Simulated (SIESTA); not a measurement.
Here is a SIESTA 5.4.2 calculation.

MnO2.fdf

```
SystemName                      MnO2
SystemLabel                     MnO2
NumberOfSpecies                 2
NumberOfAtoms                   6
%block ChemicalSpeciesLabel
  1  25 Mn
  2   8 O
%endblock ChemicalSpeciesLabel

LatticeConstant                 1.0 Ang
%block LatticeVectors
     4.4004184607     0.0000000000     0.0000000000
     0.0000000000     4.4004184607     0.0000000000
     0.0000000000     0.0000000000     2.8670779400
%endblock LatticeVectors
AtomicCoordinatesFormat         Fractional
%block AtomicCoordinatesAndAtomicSpecies
     0.5000000000     0.5000000000     0.5000000000  1  Mn
     0.0000000000     0.0000000000     0.0000000000  1  Mn
     0.8049161500     0.1950838500     0.5000000000  2  O
     0.6950838500     0.6950838500     0.0000000000  2  O
     0.1950838500     0.8049161500     0.5000000000  2  O
     0.3049161500     0.3049161500     0.0000000000  2  O
%endblock AtomicCoordinatesAndAtomicSpecies

%block kgrid.MonkhorstPack
    6   0   0  0.0
    0   6   0  0.0
    0   0   9  0.0
%endblock kgrid.MonkhorstPack
XC.Functional                   GGA
XC.Authors                      PBE
PAO.BasisSize                   DZP
PAO.EnergyShift                 0.003 Ry
Mesh.Cutoff                     800 Ry
Spin                            polarized
%block DM.InitSpin
    1   4.000
    2   4.000
    3   0.000
    4   0.000
    5   0.000
    6   0.000
%endblock DM.InitSpin
OccupationFunction              FD
ElectronicTemperature           0.05 eV
MaxSCFIterations                200
SCF.MustConverge                false
SCF.Mixer.Method                Pulay
SCF.Mixer.Weight                0.1
SCF.Mixer.History               10
SCF.DM.Tolerance                5.0e-05
SCF.H.Tolerance                 1.0e-03 eV
WriteForces                     true
Charge.Mulliken                 end
%block PAO.Basis
  Mn 5
  n=3 0 2
    2.732 0.000
  n=4 0 2
    7.626 0.000
  n=3 1 2
    3.070 0.000
  n=4 1 1
    7.626
  n=3 2 2
    5.108 0.000
%endblock PAO.Basis
```

Potentials or basis: PseudoDojo 0.4 standard (PBE files), DZP (energy shift 0.003 Ry; two zetas on semicore shells).

Run with:

```bash
$ siesta < MnO2.fdf > MnO2.out 2>&1
```

Q: Predict the pressure.

A: 8.8 GPa.

Q: Estimate the band gap on the k mesh.

A: None (metal or under the smearing width).

Q: Estimate the site moments.

A: Mn +2.78; O +0.11 μB.

Forces in eV/Å, atoms in the order of the input:
```
Mn   0.000  0.000  0.000
Mn   0.000  0.000  0.000
O   -0.040  0.040  0.000
O    0.040  0.040  0.000
O    0.040 -0.040  0.000
O   -0.040 -0.040  0.000
```

Caveat: short orbitals over semicore shells can move pressures by several GPa; the basis of atomic orbitals isn't converged, which shifts pressures, moduli and gaps; semilocal functionals often make such compounds metallic where correlation or magnetic order opens a gap, which also shifts bond lengths; only a ferromagnetic start was run, and an antiferromagnetic order may lie lower in energy. With open d or f shells a metallic result of PBE can be an artefact of self-interaction; +U or a hybrid may open a gap.
